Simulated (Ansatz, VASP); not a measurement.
# Cross-check of Si26O17 (amorphous SiO2 against Si(100), +7 O) between VASP and Ansatz, part 2 of 2

Aim: how closely do two programs agree when they are given the same cell, functional and k mesh? Of the first pair: The structure shown is the start of the Ansatz relaxation below; VASP solves that cell, so the two are compared at the walk's first step.

VASP 6.6.1 and Ansatz 0.2.0.

So far. Step 3 (VASP: single point, PBE, start cell, pair 1): The run ends at a pressure of -0.43 GPa, with forces up to 1.5 eV/Å.

### 5. Ansatz: relaxation, PBE

Level of this step: Ansatz beside VASP: Kohn-Sham DFT, plane waves, PBE (Ansatz).

This run makes the geometry at which the two programs are then compared. The cell compared in this pair holds 2224.18 Å³, against 2217.55 Å³ for the pair before.

The structure compared here is the end of the Ansatz relaxation.

Input file input.yaml:

```yaml
crystal:
  lattice:
    - [10.9, 0.0, 0.0]
    - [0.0, 10.9, 0.0]
    - [0.0, 0.0, 18.66469]
  atoms:
    - { symbol: Si, position: [0.00491, 0.99649, 0.26161] }
    - { symbol: Si, position: [0.16698, 0.17469, 0.05057] }
    - { symbol: Si, position: [0.002, 0.24858, 0.11772] }
    - { symbol: Si, position: [0.11846, 0.36981, 0.19947] }
    - { symbol: Si, position: [0.2562, 0.00622, 0.1133] }
    - { symbol: Si, position: [0.37549, 0.12312, 0.1924] }
    - { symbol: Si, position: [0.24994, 0.24562, 0.26772] }
    - { symbol: Si, position: [0.34367, 0.3446, 0.05859] }
    - { symbol: Si, position: [0.12402, 0.12128, 0.34024] }
    - { symbol: Si, position: [0.99306, 0.24106, 0.42103] }
    - { symbol: Si, position: [0.13105, 0.35708, 0.49968] }
    - { symbol: Si, position: [0.25824, 0.99276, 0.40583] }
    - { symbol: Si, position: [0.43277, 0.07695, 0.47458] }
    - { symbol: Si, position: [0.37952, 0.36987, 0.33843] }
    - { symbol: Si, position: [0.99374, 0.49863, 0.2662] }
    - { symbol: Si, position: [0.11301, 0.58548, 0.05318] }
    - { symbol: Si, position: [0.99462, 0.74722, 0.10783] }
    - { symbol: Si, position: [0.1251, 0.87499, 0.18299] }
    - { symbol: Si, position: [0.24755, 0.48928, 0.1314] }
    - { symbol: Si, position: [0.37799, 0.62656, 0.18919] }
    - { symbol: Si, position: [0.24556, 0.74772, 0.25899] }
    - { symbol: Si, position: [0.39271, 0.91415, 0.01671] }
    - { symbol: Si, position: [0.12351, 0.61913, 0.33704] }
    - { symbol: Si, position: [0.99668, 0.75144, 0.40965] }
    - { symbol: Si, position: [0.15176, 0.85259, 0.47457] }
    - { symbol: Si, position: [0.25376, 0.48573, 0.41634] }
    - { symbol: Si, position: [0.35949, 0.64264, 0.47808] }
    - { symbol: Si, position: [0.37497, 0.87154, 0.32773] }
    - { symbol: Si, position: [0.50236, 0.99678, 0.25869] }
    - { symbol: Si, position: [0.67951, 0.16839, 0.02995] }
[... 93 atom lines left out ...]
    - { symbol: O, position: [0.03727, 0.46149, 0.01431] }
    - { symbol: O, position: [0.09459, 0.46002, 0.56206] }
    - { symbol: O, position: [0.88899, 0.14049, 0.87097] }
    - { symbol: O, position: [0.86691, 0.34697, 0.94507] }
    - { symbol: O, position: [0.40128, 0.45101, 0.0034] }
    - { symbol: O, position: [0.06299, 0.65826, 0.75668] }
kpoints:
  mp_grid: { grid: [1, 1, 1] }
hamiltonian:
  xc: pbe
scf:
  occupations: { method: fermi_dirac, width: 0.025 }
output:
  forces: true
relax:
  f_tol: 0.08
  max_steps: 90
  cell: { fix: [a, b, alpha, beta, gamma] }
```

Launch:

```
$ ansatz run input.yaml --threads 4 --pin off --max-ram 8192MiB --backend cpu --events-out ev --progress --plain --runs-dir out
```

Numbers of over 12 decimals in the logs are rounded to 6 here.

What it wrote:

```text
[...]
Crystal: 129 atoms, lattice volume = 2217.552 Å³
Basis set: ecut = 420 eV, 43351 PW (Γ), exchange–correlation on 150×150×250 points (8 copies of the dense FFT grid, shifted against one another)
Bands: 438, of which v1, the nominal top of the filled ones, is band 309 counted from 1 (308 counted from 0)
Symmetry: 1 space group operations
[...]
k-points: 1
[...]
SCF iter   1: F=—  HF=-78587.462546 eV  |F-HF|=—  |Δ(HF+E_count)|=         —  Δρ=5.58e-3  dr2=2.48e0  ethr=1.77e-3  ⟨swp⟩=6.0  Hψ=2090  notcnv=0  defer=82
[...]
- { symbol: O, position: [0.200740, 0.587412, 0.971875] }
    - { symbol: O, position: [0.435272, 0.637396, 0.549668] }
    - { symbol: O, position: [0.878124, 0.562887, 0.551575] }
    - { symbol: O, position: [0.244137, 0.732821, 0.488059] }
    - { symbol: O, position: [0.139347, 0.753200, 0.892842] }
    - { symbol: O, position: [0.504080, 0.721482, 0.678962] }
    - { symbol: O, position: [0.317291, 0.308146, 0.646928] }
[...]
- { symbol: O, position: [0.879130, 0.132166, 0.877043] }
    - { symbol: O, position: [0.855697, 0.340125, 0.947493] }
    - { symbol: O, position: [0.406061, 0.444235, 0.00120894] }
    - { symbol: O, position: [0.082021, 0.674881, 0.766551] }
```

### 6. VASP: single point, PBE, relaxed cell, pair 2

The same cell, functional, mesh and smearing now go to VASP, with its own data sets.

Input file INCAR:

```
SYSTEM = Si26O17
PREC = Accurate
ENCUT = 600
EDIFF = 1E-06
NELM = 120
ISMEAR = -1
SIGMA = 0.025
LREAL = Auto
ALGO = Normal
GGA = PE
NBANDS = 400
LORBIT = 11
LWAVE = .FALSE.
LCHARG = .FALSE.
ISIF = 2
LASPH = .TRUE.
GGA_COMPAT = .FALSE.
EFERMI = MIDGAP
NCORE = 4
```

Input file POSCAR:

```
Si26O17
1.0
   10.9000000000      0.0000000000      0.0000000000
    0.0000000000     10.9000000000      0.0000000000
    0.0000000000      0.0000000000     18.7204470000
Si O
78 51
Direct
    0.0055100000      0.9922400000      0.2640500000
    0.2237200000      0.1733900000      0.0450500000
    0.0190600000      0.2346400000      0.1003200000
    0.1185000000      0.3557000000      0.1945800000
    0.2560600000      0.0039100000      0.1229500000
    0.3814900000      0.1222600000      0.1957300000
    0.2502600000      0.2402100000      0.2690200000
    0.3661400000      0.3480100000      0.0671700000
    0.1275200000      0.1171700000      0.3439300000
    0.9935700000      0.2321300000      0.4228600000
    0.1287700000      0.3569600000      0.4952300000
    0.2697600000      0.9981700000      0.4084500000
    0.4418100000      0.0792100000      0.4719700000
    0.3790300000      0.3636800000      0.3409900000
    0.9991500000      0.4883000000      0.2654800000
    0.1286500000      0.5763200000      0.0556700000
    0.0004900000      0.7353900000      0.1035000000
    0.1194900000      0.8670300000      0.1835500000
    0.2567000000      0.4829500000      0.1376000000
    0.3821900000      0.6175800000      0.1990500000
    0.2453300000      0.7445400000      0.2612800000
    0.3786500000      0.8629300000      0.0642500000
    0.1263500000      0.6129300000      0.3389600000
    0.0005600000      0.7461800000      0.4108700000
    0.1570400000      0.8528800000      0.4712600000
    0.2528900000      0.4827600000      0.4158400000
    0.3632200000      0.6444800000      0.4713000000
    0.3764300000      0.8719600000      0.3280500000
    0.5070000000      0.9933000000      0.2597100000
    0.6779500000      0.1562800000      0.0351800000
[... 93 atom lines left out ...]
    0.0510900000      0.4554400000      0.0150100000
    0.0875600000      0.4508200000      0.5615600000
    0.8791300000      0.1321700000      0.8770400000
    0.8557000000      0.3401200000      0.9474900000
    0.4060600000      0.4442400000      0.0012100000
    0.0820200000      0.6748800000      0.7665500000
```

Input file KPOINTS:

```
Automatic mesh
0
Gamma
1 1 1
0 0 0
```

PAW data sets: Si and O (PBE family, release 64).

Launch:

```
$ mpirun -np 16 vasp_gam
```

What it wrote:

```text
[... set-up lines as in an earlier step ...]
 entering main loop
       N       E                     dE             d eps       ncg     rms          rms(c)
DAV:   1     0.514549256497E+04    0.51455E+04   -0.34716E+05   808   0.161E+03
DAV:   2    -0.339983578480E+03   -0.54855E+04   -0.52237E+04   976   0.325E+02
DAV:   3    -0.930179486488E+03   -0.59020E+03   -0.58373E+03   960   0.109E+02
DAV:   4    -0.946666559329E+03   -0.16487E+02   -0.16399E+02   944   0.198E+01
[...]
DAV:  19    -0.861943391696E+03    0.13752E-04   -0.19371E-05   968   0.100E-02    0.672E-03
DAV:  20    -0.861943387151E+03    0.45454E-05   -0.85718E-06   928   0.482E-03    0.359E-03
DAV:  21    -0.861943386159E+03    0.99200E-06   -0.14432E-06   608   0.330E-03
   1 F= -.86194339E+03 E0= -.86194339E+03  d E =-.100677E-06
```

OUTCAR, selected parts (step 6):

```text
  FREE ENERGIE OF THE ION-ELECTRON SYSTEM (eV)
  ---------------------------------------------------
  free  energy   TOTEN  =      -861.9433861586 eV

  energy  without entropy=     -861.9433860579  energy(sigma->0) =     -861.94338611

[... 1 part as in an earlier step ...]
```

The run ends at a pressure of -0.08 GPa, with forces up to 0.13 eV/Å.

### 7. Differences

What differs besides the data sets and the points named for the pairs above, as far as they apply: the cutoff is 420 eV in Ansatz and 600 eV in VASP (PREC = Accurate, projectors in real space). Total energies have different zeros and are not compared.

Both answers:

```
              quantity  Ansatz   VASP  difference
        pressure (GPa)   -0.01  -0.08       +0.07
gap on the k mesh (eV)   0.832  0.834      -0.002
```

Forces on 7 of the 129 atoms, those with the largest forces and the largest differences (eV/Å; atoms numbered as in POSCAR):

```
atom          Ansatz x, y, z            VASP x, y, z
Si16  -0.003, -0.006, -0.008     0.012, 0.037, 0.067
Si22    0.008, 0.007, -0.001     0.022, 0.010, 0.074
Si62     0.017, 0.014, 0.012    0.050, 0.112, -0.037
Si63   0.007, -0.010, -0.010   0.021, -0.069, -0.032
Si70    0.007, -0.008, 0.034    0.072, -0.038, 0.062
Si75   0.004, -0.005, -0.008  -0.065, -0.018, -0.063
 O90  -0.007, -0.020, -0.015  -0.033, -0.068, -0.032
```

The forces differ by 18 meV/Å r.m.s., which is 86.2 % of the r.m.s. force of 0.021 eV/Å (both taken over all components). A gap on the mesh is an upper bound, since the band edges may lie between its points.

### 8. What came out

| Property | Result |
| --- | --- |
| r.m.s. force difference (single point, PBE, start cell, pair 1) | 6.0 % of the r.m.s. force |
| r.m.s. force difference (single point, PBE, relaxed cell, pair 2) | 18 meV/Å |

**Reading.** The r.m.s. force difference is 6.0 % of the r.m.s. force (single point, PBE, start cell, pair 1), beyond the 3 % picked in this series as the mark of a large difference. What causes the difference of the single point, PBE, start cell, pair 1 pair stays open here. What causes the difference of the single point, PBE, relaxed cell, pair 2 pair stays open here. How closely two codes agree says nothing of how well the functional describes the real material.

[Lines on the potential files, build, host, timing and source positions are cut from VASP's logs without a mark.]

[Logs are printed without paths, hosts, clocks, repeated set-up lines and the standing remarks that a program may print on its own settings, such as how far it seeks lower states.]

[Hosts, paths, dates, database ids (printed as entryN), source tags and the programs' standing remarks are cut or masked in the printed files.]
